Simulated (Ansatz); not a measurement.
## Convergence of Nb

```xyz
1
Lattice="-1.6640 1.6640 1.6640 1.6640 -1.6640 1.6640 1.6640 1.6640 -1.6640" Properties=species:S:1:pos:R:3 pbc="T T T"
Nb    0.0000    0.0000    0.0000
```

The conventional cell has a = 3.328 Å, b = 3.328 Å, c = 3.328 Å, α = 90.00°, β = 90.00°, γ = 90.00°. Nb (atom 1) has 8 Nb at 2.88 Å as nearest neighbours.

The cell is COD entry 4111969, as deposited and not checked against the literature; nothing was relaxed. It differs from other determinations.

The calculation used DFT, PBE, all-electron LAPW, scalar-relativistic (Ansatz 0.2.0).

Settings: a Γ-centred 15×15×15 k mesh, Fermi–Dirac smearing of 0.03 eV, basis error target 1 meV/atom, no spin polarisation. One setting is then changed at a time.

| LAPW cutoff (eV) | free energy less the base's (meV/atom) | P (GPa) |
| --- | --- | --- |
| 217 (base) | 0.0 | -2.49 |
| 150 | 3.8 | -2.47 |
| 220 | 0.0 | -2.50 |
| 260 | -0.1 | -2.50 |
| 320 | -0.1 | -2.50 |
